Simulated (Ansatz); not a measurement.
# Preparing Al2O3 (R-3c) as a host crystal, part 2 of 3

Before any defect goes in: Al2O3 (R-3c) at rest, and how it screens a charge.

Ansatz 0.2.0; plane-wave PAW DFT, PBEsol; relaxation of the host's cell and atoms (the session's first sound run).

So far. Step 3 (Dielectric tensors of the host): The principal values of the electronic dielectric tensor are 3.26, 3.30 and 3.30. The principal values of the static dielectric tensor are 9.72, 9.72 and 11.81. The relaxed cell has a = 4.774, c = 13.015 Å (conventional setting).

## 4. Primitive cell on a dense mesh

A dense mesh gives the host's converged energy, against which the supercell's sampling is tested.

This step: plane-wave PAW DFT, PBEsol; single point of the host's primitive cell on a dense mesh (Ansatz 0.2.0).

dense/input.yaml

```yaml
crystal:
  lattice:
    - [2.3869337137, 1.3780968221, 4.3382690299]
    - [-2.3869337137, 1.3780968221, 4.3382690299]
    - [0.0, -2.7561936443, 4.3382690299]
  atoms:
    - { symbol: Al, position: [0.6479208861, 0.6479208861, 0.6479208861] }
    - { symbol: Al, position: [0.8520791139, 0.8520791139, 0.8520791139] }
    - { symbol: Al, position: [0.1479208861, 0.1479208861, 0.1479208861] }
    - { symbol: Al, position: [0.3520791139, 0.3520791139, 0.3520791139] }
    - { symbol: O, position: [0.4441402346, 0.0558597654, 0.75] }
    - { symbol: O, position: [0.9441402346, 0.25, 0.5558597654] }
    - { symbol: O, position: [0.0558597654, 0.75, 0.4441402346] }
    - { symbol: O, position: [0.75, 0.4441402346, 0.0558597654] }
    - { symbol: O, position: [0.25, 0.5558597654, 0.9441402346] }
    - { symbol: O, position: [0.5558597654, 0.9441402346, 0.25] }
basis:
  ecutwfc: 420
  xc_grid: 2
hamiltonian:
  xc: pbesol
kpoints:
  mp_grid: { grid: [7, 7, 7] }
scf:
  occupations: { method: fermi_dirac, width: 0.01 }
  max_iter: 80
```

The run is started by

```bash
$ ansatz run input.yaml --threads 8 --pin off --max-ram 22609MiB --backend cpu --events-out ev --progress --plain --runs-dir out
```

Numbers of over 12 decimals in the logs are rounded to 6 here.

Output:

```text
[...]
Crystal: 10 atoms, lattice volume = 85.622 Å³
Basis set: ecut = 420 eV, 1653 PW (Γ), exchange–correlation on 72×72×72 points (8 copies of the dense FFT grid, shifted against one another)
Bands: 34, of which v1, the nominal top of the filled ones, is band 24 counted from 1 (23 counted from 0)
Symmetry: 12 space group operations
[...]
k-points: 44 of 343
[...]
SCF iter   1: F=—  HF=-5478.899335 eV  |F-HF|=—  |Δ(HF+E_count)|=         —  Δρ=1.61e-2  dr2=1.69e-1  ethr=1.77e-3  ⟨swp⟩=7.5  Hψ=7992  notcnv=0  defer=1
[...]
SCF iter   6: F=-5478.848243 eV  HF=-5478.848243 eV  |F-HF|=3.71e-9  |Δ(HF+E_count)|=   5.96e-8  Δρ=3.21e-6  dr2=1.17e-8  ethr=2.08e-10  ⟨swp⟩=2.0  Hψ=2684  notcnv=0
SCF 1 converged in 6 iterations: F = -5478.848243 eV  dr2 = 1.17e-8
[...]
SCF converged after 6 iterations
Free energy (F): -5478.848243 eV
[...]
Internal energy: -5478.848243 eV  (E = F + TS)
E sigma→0 (E₀):  -5478.848243 eV
Fermi energy:    10.557597 eV
[...]
```

It took 1.1 s on 8 threads of Arm Neoverse V2, shared host; peak memory 0.47 GiB.

## 5. Self-consistent run

This step: plane-wave PAW DFT, PBEsol; single point of the defect-free supercell, a test of its k-points (Ansatz 0.2.0).

System of this step: Al2O3 (R-3c). The cell holds 80 atoms: 32 Al and 48 O. Cell: a = 10.280 Å, b = 10.280 Å, c = 10.280 Å, α = 55.3°, β = 55.3°, γ = 55.3°.

pristine.sampling/input.yaml

```yaml
crystal:
  lattice:
    - [4.7738674274, 2.7561936443, 8.6765380597]
    - [-4.7738674274, 2.7561936443, 8.6765380597]
    - [0.0, -5.5123872885, 8.6765380597]
  atoms:
    - { symbol: Al, position: [0.323960443, 0.323960443, 0.323960443] }
    - { symbol: Al, position: [0.426039557, 0.426039557, 0.426039557] }
    - { symbol: Al, position: [0.073960443, 0.073960443, 0.073960443] }
    - { symbol: Al, position: [0.176039557, 0.176039557, 0.176039557] }
    - { symbol: O, position: [0.2220701173, 0.0279298827, 0.375] }
    - { symbol: O, position: [0.4720701173, 0.125, 0.2779298827] }
    - { symbol: O, position: [0.0279298827, 0.375, 0.2220701173] }
    - { symbol: O, position: [0.375, 0.2220701173, 0.0279298827] }
    - { symbol: O, position: [0.125, 0.2779298827, 0.4720701173] }
    - { symbol: O, position: [0.2779298827, 0.4720701173, 0.125] }
    - { symbol: Al, position: [0.323960443, 0.323960443, 0.823960443] }
    - { symbol: Al, position: [0.426039557, 0.426039557, 0.926039557] }
    - { symbol: Al, position: [0.073960443, 0.073960443, 0.573960443] }
    - { symbol: Al, position: [0.176039557, 0.176039557, 0.676039557] }
    - { symbol: O, position: [0.2220701173, 0.0279298827, 0.875] }
    - { symbol: O, position: [0.4720701173, 0.125, 0.7779298827] }
    - { symbol: O, position: [0.0279298827, 0.375, 0.7220701173] }
    - { symbol: O, position: [0.375, 0.2220701173, 0.5279298827] }
    - { symbol: O, position: [0.125, 0.2779298827, 0.9720701173] }
    - { symbol: O, position: [0.2779298827, 0.4720701173, 0.625] }
    - { symbol: Al, position: [0.323960443, 0.823960443, 0.323960443] }
    - { symbol: Al, position: [0.426039557, 0.926039557, 0.426039557] }
    - { symbol: Al, position: [0.073960443, 0.573960443, 0.073960443] }
    - { symbol: Al, position: [0.176039557, 0.676039557, 0.176039557] }
    - { symbol: O, position: [0.2220701173, 0.5279298827, 0.375] }
    - { symbol: O, position: [0.4720701173, 0.625, 0.2779298827] }
    - { symbol: O, position: [0.0279298827, 0.875, 0.2220701173] }
    - { symbol: O, position: [0.375, 0.7220701173, 0.0279298827] }
    - { symbol: O, position: [0.125, 0.7779298827, 0.4720701173] }
    - { symbol: O, position: [0.2779298827, 0.9720701173, 0.125] }
    - { symbol: Al, position: [0.323960443, 0.823960443, 0.823960443] }
    - { symbol: Al, position: [0.426039557, 0.926039557, 0.926039557] }
    - { symbol: Al, position: [0.073960443, 0.573960443, 0.573960443] }
    - { symbol: Al, position: [0.176039557, 0.676039557, 0.676039557] }
    - { symbol: O, position: [0.2220701173, 0.5279298827, 0.875] }
    - { symbol: O, position: [0.4720701173, 0.625, 0.7779298827] }
    - { symbol: O, position: [0.0279298827, 0.875, 0.7220701173] }
    - { symbol: O, position: [0.375, 0.7220701173, 0.5279298827] }
    - { symbol: O, position: [0.125, 0.7779298827, 0.9720701173] }
    - { symbol: O, position: [0.2779298827, 0.9720701173, 0.625] }
    - { symbol: Al, position: [0.823960443, 0.323960443, 0.323960443] }
    - { symbol: Al, position: [0.926039557, 0.426039557, 0.426039557] }
    - { symbol: Al, position: [0.573960443, 0.073960443, 0.073960443] }
    - { symbol: Al, position: [0.676039557, 0.176039557, 0.176039557] }
    - { symbol: O, position: [0.7220701173, 0.0279298827, 0.375] }
    - { symbol: O, position: [0.9720701173, 0.125, 0.2779298827] }
    - { symbol: O, position: [0.5279298827, 0.375, 0.2220701173] }
    - { symbol: O, position: [0.875, 0.2220701173, 0.0279298827] }
    - { symbol: O, position: [0.625, 0.2779298827, 0.4720701173] }
    - { symbol: O, position: [0.7779298827, 0.4720701173, 0.125] }
    - { symbol: Al, position: [0.823960443, 0.323960443, 0.823960443] }
    - { symbol: Al, position: [0.926039557, 0.426039557, 0.926039557] }
    - { symbol: Al, position: [0.573960443, 0.073960443, 0.573960443] }
    - { symbol: Al, position: [0.676039557, 0.176039557, 0.676039557] }
    - { symbol: O, position: [0.7220701173, 0.0279298827, 0.875] }
    - { symbol: O, position: [0.9720701173, 0.125, 0.7779298827] }
    - { symbol: O, position: [0.5279298827, 0.375, 0.7220701173] }
    - { symbol: O, position: [0.875, 0.2220701173, 0.5279298827] }
    - { symbol: O, position: [0.625, 0.2779298827, 0.9720701173] }
    - { symbol: O, position: [0.7779298827, 0.4720701173, 0.625] }
    - { symbol: Al, position: [0.823960443, 0.823960443, 0.323960443] }
    - { symbol: Al, position: [0.926039557, 0.926039557, 0.426039557] }
    - { symbol: Al, position: [0.573960443, 0.573960443, 0.073960443] }
    - { symbol: Al, position: [0.676039557, 0.676039557, 0.176039557] }
    - { symbol: O, position: [0.7220701173, 0.5279298827, 0.375] }
    - { symbol: O, position: [0.9720701173, 0.625, 0.2779298827] }
    - { symbol: O, position: [0.5279298827, 0.875, 0.2220701173] }
    - { symbol: O, position: [0.875, 0.7220701173, 0.0279298827] }
    - { symbol: O, position: [0.625, 0.7779298827, 0.4720701173] }
    - { symbol: O, position: [0.7779298827, 0.9720701173, 0.125] }
    - { symbol: Al, position: [0.823960443, 0.823960443, 0.823960443] }
    - { symbol: Al, position: [0.926039557, 0.926039557, 0.926039557] }
    - { symbol: Al, position: [0.573960443, 0.573960443, 0.573960443] }
    - { symbol: Al, position: [0.676039557, 0.676039557, 0.676039557] }
    - { symbol: O, position: [0.7220701173, 0.5279298827, 0.875] }
    - { symbol: O, position: [0.9720701173, 0.625, 0.7779298827] }
    - { symbol: O, position: [0.5279298827, 0.875, 0.7220701173] }
    - { symbol: O, position: [0.875, 0.7220701173, 0.5279298827] }
    - { symbol: O, position: [0.625, 0.7779298827, 0.9720701173] }
    - { symbol: O, position: [0.7779298827, 0.9720701173, 0.625] }
basis:
  ecutwfc: 420
  xc_grid: 2
hamiltonian:
  xc: pbesol
kpoints:
  mp_grid: { grid: [1, 1, 1], shift: [0.25, 0.25, 0.25] }
scf:
  occupations: { method: fermi_dirac, width: 0.01 }
  max_iter: 80
```

Output:

```text
[...]
Crystal: 80 atoms, lattice volume = 684.980 Å³
Basis set: ecut = 420 eV, 13367 PW (Γ), exchange–correlation on 144×144×144 points (8 copies of the dense FFT grid, shifted against one another)
Bands: 272, of which v1, the nominal top of the filled ones, is band 192 counted from 1 (191 counted from 0)
Symmetry: 96 space group operations
[...]
k-points: 1
[...]
SCF iter   1: F=—  HF=-43830.857762 eV  |F-HF|=—  |Δ(HF+E_count)|=         —  Δρ=1.57e-2  dr2=1.27e0  ethr=1.77e-3  ⟨swp⟩=7.0  Hψ=1299  notcnv=0  defer=13
[...]
SCF iter   6: F=-43830.467178 eV  HF=-43830.467178 eV  |F-HF|=1.68e-8  |Δ(HF+E_count)|=   5.20e-7  Δρ=5.30e-6  dr2=1.77e-7  ethr=1.78e-10  ⟨swp⟩=2.0  Hψ=418  notcnv=0
SCF 1 converged in 6 iterations: F = -43830.467178 eV  dr2 = 1.77e-7
[...]
SCF converged after 6 iterations
Free energy (F): -43830.467178 eV
[...]
Internal energy: -43830.467178 eV  (E = F + TS)
E sigma→0 (E₀):  -43830.467178 eV
Fermi energy:    10.686522 eV
[...]
```

Run time: 4.2 s. Hardware: 8 threads; peak memory 1.4 GiB; 20 s of CPU time.

Numbers from this step:

```yaml
energy_over_dense_mesh: 0.003985 eV/atom
```

## 6. Defect free supercell relaxed from its symmetric sites

This cell, the one that will hold the defects, is built from the relaxed host. Its coarser k-points can move the atoms a little, so it is relaxed from the symmetric sites, as the reference for the test of stability.

This step: plane-wave PAW DFT, PBEsol; relaxation of the defect-free supercell from its symmetric sites (Ansatz 0.2.0).

pristine.symmetric/input.yaml, as its differences from pristine.sampling/input.yaml of step 5:

```diff
@@ -96 +96,12 @@
   max_iter: 80
+output:
+  forces: true
+relax:
+  f_tol: 0.01
+  max_steps: 60
+  escape_saddle: false
+checkpoint:
+  write: "../pristine.symmetric.run"
+  compress: false
+  write_wavefunctions: false
+  write_every: 100000
```

Output:

```text
[...]
Crystal: 80 atoms, lattice volume = 684.980 Å³
Basis set: ecut = 420 eV, 13367 PW (Γ), exchange–correlation on 144×144×144 points (8 copies of the dense FFT grid, shifted against one another)
Bands: 272, of which v1, the nominal top of the filled ones, is band 192 counted from 1 (191 counted from 0)
Symmetry: 96 space group operations
[...]
k-points: 1
[...]
SCF iter   1: F=—  HF=-43830.857762 eV  |F-HF|=—  |Δ(HF+E_count)|=         —  Δρ=1.57e-2  dr2=1.27e0  ethr=1.77e-3  ⟨swp⟩=7.0  Hψ=1299  notcnv=0  defer=13
[...]
SCF iter   6: F=-43830.467178 eV  HF=-43830.467178 eV  |F-HF|=1.86e-8  |Δ(HF+E_count)|=   5.18e-7  Δρ=5.24e-6  dr2=1.64e-7  ethr=4.99e-10  ⟨swp⟩=2.0  Hψ=692  notcnv=0
SCF 1 converged in 6 iterations: F = -43830.467178 eV  dr2 = 1.64e-7
[...]
relax step   1: F+E_penalty+E_count = -43830.46717765 eV  Δ(F+E_penalty+E_count) = +0.000e0 eV  max|allowed force component| = 9.058e-3 eV/Å  Δτ_max = 0.0000 Å  (6 SCF iters, dr2 threshold 2.50e-6 eV, accepted)
[...]
SCF iter   2: F=-43830.467178 eV  HF=-43830.467178 eV  |F-HF|=1.26e-8  |Δ(HF+E_count)|=   7.74e-5  Δρ=2.86e-6  dr2=6.83e-8  ethr=2.60e-11  ⟨swp⟩=2.0  Hψ=801  notcnv=0
SCF 2 converged in 2 iterations: F = -43830.467178 eV  dr2 = 6.83e-8
relax step   2: F+E_penalty+E_count = -43830.46717766 eV  Δ(F+E_penalty+E_count) = -1.135e-8 eV  max|allowed force component| = 9.061e-3 eV/Å  Δτ_max = 0.0000 Å  (2 SCF iters, accepted)
SCF converged after 2 iterations
Free energy (F): -43830.467178 eV
[...]
Internal energy: -43830.467178 eV  (E = F + TS)
E sigma→0 (E₀):  -43830.467178 eV
Fermi energy:    10.686504 eV
[...]
--- Forces (eV/Å), atoms counted from 1 ---
  atom   1  Al     0.00000000    -0.00000000    -0.00379128
  atom   2  Al     0.00000000     0.00000000     0.00379128
  atom   3  Al    -0.00000000    -0.00000000    -0.00379128
  atom   4  Al    -0.00000000     0.00000000     0.00379128
  atom   5  O     -0.00906056    -0.00000000    -0.00000000
  atom   6  O     -0.00453028    -0.00784668     0.00000000
  atom   7  O      0.00453028     0.00784668    -0.00000000
  atom   8  O      0.00453028    -0.00784668     0.00000000
  atom   9  O     -0.00453028     0.00784668    -0.00000000
  atom  10  O      0.00906056     0.00000000     0.00000000
  atom  11  Al     0.00000000    -0.00000000    -0.00379128
  atom  12  Al     0.00000000     0.00000000     0.00379128
  atom  13  Al    -0.00000000    -0.00000000    -0.00379128
  atom  14  Al    -0.00000000     0.00000000     0.00379128
  atom  15  O     -0.00906056    -0.00000000    -0.00000000
  atom  16  O     -0.00453028    -0.00784668     0.00000000
  atom  17  O      0.00453028     0.00784668    -0.00000000
  atom  18  O      0.00453028    -0.00784668     0.00000000
  atom  19  O     -0.00453028     0.00784668    -0.00000000
  atom  20  O      0.00906056     0.00000000     0.00000000
  atom  21  Al     0.00000000    -0.00000000    -0.00379128
  atom  22  Al     0.00000000     0.00000000     0.00379128
  atom  23  Al    -0.00000000    -0.00000000    -0.00379128
  atom  24  Al    -0.00000000     0.00000000     0.00379128
  atom  25  O     -0.00906056    -0.00000000    -0.00000000
  atom  26  O     -0.00453028    -0.00784668     0.00000000
  atom  27  O      0.00453028     0.00784668    -0.00000000
  atom  28  O      0.00453028    -0.00784668     0.00000000
  atom  29  O     -0.00453028     0.00784668    -0.00000000
  atom  30  O      0.00906056     0.00000000     0.00000000
  atom  31  Al     0.00000000    -0.00000000    -0.00379128
  atom  32  Al     0.00000000     0.00000000     0.00379128
  atom  33  Al    -0.00000000    -0.00000000    -0.00379128
  atom  34  Al    -0.00000000     0.00000000     0.00379128
  atom  35  O     -0.00906056    -0.00000000    -0.00000000
  atom  36  O     -0.00453028    -0.00784668     0.00000000
  atom  37  O      0.00453028     0.00784668    -0.00000000
  atom  38  O      0.00453028    -0.00784668     0.00000000
  atom  39  O     -0.00453028     0.00784668    -0.00000000
  atom  40  O      0.00906056     0.00000000     0.00000000
[...]
atom  69  O     -0.00453028     0.00784668    -0.00000000
  atom  70  O      0.00906056     0.00000000     0.00000000
  atom  71  Al     0.00000000    -0.00000000    -0.00379128
  atom  72  Al     0.00000000     0.00000000     0.00379128
  atom  73  Al    -0.00000000    -0.00000000    -0.00379128
  atom  74  Al    -0.00000000     0.00000000     0.00379128
  atom  75  O     -0.00906056    -0.00000000    -0.00000000
  atom  76  O     -0.00453028    -0.00784668     0.00000000
  atom  77  O      0.00453028     0.00784668    -0.00000000
  atom  78  O      0.00453028    -0.00784668     0.00000000
  atom  79  O     -0.00453028     0.00784668    -0.00000000
  atom  80  O      0.00906056     0.00000000     0.00000000
  max |Σ_I F_I| component: 6.94e-17 eV/Å
--- Relaxed structure (2 steps of the walk, 2 accepted, 0 SCFs on fresh bases) ---
  F+E_penalty+E_count = -43830.46717766 eV   max|allowed force component| = 9.061e-3 eV/Å
  atoms:
    - { symbol: Al, position: [0.323960443, 0.323960443, 0.323960] }
    - { symbol: Al, position: [0.426039557, 0.426039557, 0.426040] }
    - { symbol: Al, position: [0.073960443, 0.073960443, 0.073960] }
    - { symbol: Al, position: [0.176040, 0.176040, 0.176040] }
    - { symbol: O, position: [0.2220701173, 0.027930, 0.375000] }
    - { symbol: O, position: [0.472070, 0.125, 0.277930] }
    - { symbol: O, position: [0.027930, 0.375, 0.222070] }
    - { symbol: O, position: [0.375, 0.222070, 0.027930] }
    - { symbol: O, position: [0.125, 0.277930, 0.472070] }
    - { symbol: O, position: [0.277930, 0.472070, 0.125] }
    - { symbol: Al, position: [0.323960, 0.323960, 0.823960443] }
    - { symbol: Al, position: [0.426040, 0.426040, 0.926040] }
    - { symbol: Al, position: [0.073960, 0.073960, 0.573960443] }
    - { symbol: Al, position: [0.176039557, 0.176039557, 0.676039557] }
    - { symbol: O, position: [0.222070, 0.027930, 0.875] }
    - { symbol: O, position: [0.472070, 0.125, 0.7779298827] }
    - { symbol: O, position: [0.027930, 0.375000, 0.722070] }
    - { symbol: O, position: [0.375000, 0.222070, 0.527930] }
    - { symbol: O, position: [0.125000, 0.277930, 0.972070] }
    - { symbol: O, position: [0.277930, 0.472070, 0.625] }
    - { symbol: Al, position: [0.323960, 0.823960443, 0.323960] }
    - { symbol: Al, position: [0.426039557, 0.926039557, 0.426040] }
    - { symbol: Al, position: [0.073960, 0.573960443, 0.073960] }
    - { symbol: Al, position: [0.176039557, 0.676039557, 0.176040] }
    - { symbol: O, position: [0.222070, 0.5279298827, 0.375000] }
    - { symbol: O, position: [0.472070, 0.625, 0.277930] }
    - { symbol: O, position: [0.027930, 0.875000, 0.222070] }
    - { symbol: O, position: [0.375, 0.7220701173, 0.027930] }
    - { symbol: O, position: [0.125000, 0.777930, 0.472070] }
    - { symbol: O, position: [0.2779298827, 0.972070, 0.125] }
    - { symbol: Al, position: [0.323960, 0.823960443, 0.823960443] }
    - { symbol: Al, position: [0.426040, 0.926040, 0.926040] }
    - { symbol: Al, position: [0.073960, 0.573960443, 0.573960443] }
    - { symbol: Al, position: [0.176040, 0.676040, 0.676040] }
    - { symbol: O, position: [0.222070, 0.5279298827, 0.875] }
    - { symbol: O, position: [0.4720701173, 0.625, 0.7779298827] }
    - { symbol: O, position: [0.027930, 0.875000, 0.722070] }
    - { symbol: O, position: [0.375, 0.7220701173, 0.527930] }
    - { symbol: O, position: [0.125000, 0.777930, 0.972070] }
    - { symbol: O, position: [0.277930, 0.972070, 0.625] }
    - { symbol: Al, position: [0.823960443, 0.323960, 0.323960] }
    - { symbol: Al, position: [0.926039557, 0.426039557, 0.426040] }
    - { symbol: Al, position: [0.573960443, 0.073960, 0.073960] }
    - { symbol: Al, position: [0.676039557, 0.176039557, 0.176040] }
    - { symbol: O, position: [0.7220701173, 0.027930, 0.375000] }
    - { symbol: O, position: [0.972070, 0.125000, 0.2779298827] }
    - { symbol: O, position: [0.5279298827, 0.375, 0.222070] }
    - { symbol: O, position: [0.875000, 0.222070, 0.027930] }
    - { symbol: O, position: [0.625, 0.277930, 0.472070] }
    - { symbol: O, position: [0.777930, 0.472070, 0.125] }
    - { symbol: Al, position: [0.823960443, 0.323960, 0.823960443] }
    - { symbol: Al, position: [0.926040, 0.426040, 0.926040] }
    - { symbol: Al, position: [0.573960443, 0.073960, 0.573960443] }
    - { symbol: Al, position: [0.676040, 0.176040, 0.676040] }
    - { symbol: O, position: [0.7220701173, 0.027930, 0.875000] }
    - { symbol: O, position: [0.9720701173, 0.125000, 0.777930] }
    - { symbol: O, position: [0.5279298827, 0.375, 0.722070] }
    - { symbol: O, position: [0.875000, 0.222070, 0.5279298827] }
    - { symbol: O, position: [0.625, 0.277930, 0.972070] }
    - { symbol: O, position: [0.7779298827, 0.472070, 0.625000] }
    - { symbol: Al, position: [0.823960443, 0.823960443, 0.323960] }
    - { symbol: Al, position: [0.926039557, 0.926039557, 0.426040] }
    - { symbol: Al, position: [0.573960, 0.573960, 0.073960] }
    - { symbol: Al, position: [0.676039557, 0.676039557, 0.176040] }
    - { symbol: O, position: [0.7220701173, 0.5279298827, 0.375000] }
    - { symbol: O, position: [0.9720701173, 0.625, 0.2779298827] }
    - { symbol: O, position: [0.5279298827, 0.875000, 0.222070] }
    - { symbol: O, position: [0.875000, 0.722070, 0.027930] }
    - { symbol: O, position: [0.625000, 0.777930, 0.472070] }
    - { symbol: O, position: [0.777930, 0.972070, 0.125000] }
    - { symbol: Al, position: [0.823960443, 0.823960443, 0.823960] }
    - { symbol: Al, position: [0.926039557, 0.926039557, 0.926040] }
    - { symbol: Al, position: [0.573960443, 0.573960443, 0.573960443] }
    - { symbol: Al, position: [0.676039557, 0.676039557, 0.676040] }
    - { symbol: O, position: [0.722070, 0.527930, 0.875] }
    - { symbol: O, position: [0.9720701173, 0.625, 0.777930] }
    - { symbol: O, position: [0.5279298827, 0.875000, 0.722070] }
    - { symbol: O, position: [0.875000, 0.722070, 0.527930] }
    - { symbol: O, position: [0.625000, 0.777930, 0.972070] }
    - { symbol: O, position: [0.777930, 0.972070, 0.625000] }
```

It took 7.6 s on 8 threads; peak memory 1.4 GiB; 39 s of CPU time.

Hardly anything moved in the relaxation; the energy changed by under 0.2 meV an atom.

[end of part 2 of 3]

[Logs are printed without paths, hosts, clocks, repeated set-up lines and the standing remarks that a program may print on its own settings, such as how far it seeks lower states.]

[Hosts, paths, dates, database ids (printed as entryN), source tags and the programs' standing remarks are cut or masked in the printed files.]

[Runs of the host that timed out are not shown.]

[For some hosts the program warned that the k-mesh of the response run may be too coarse for force constants and the static dielectric constant; such warnings are not always shown.]
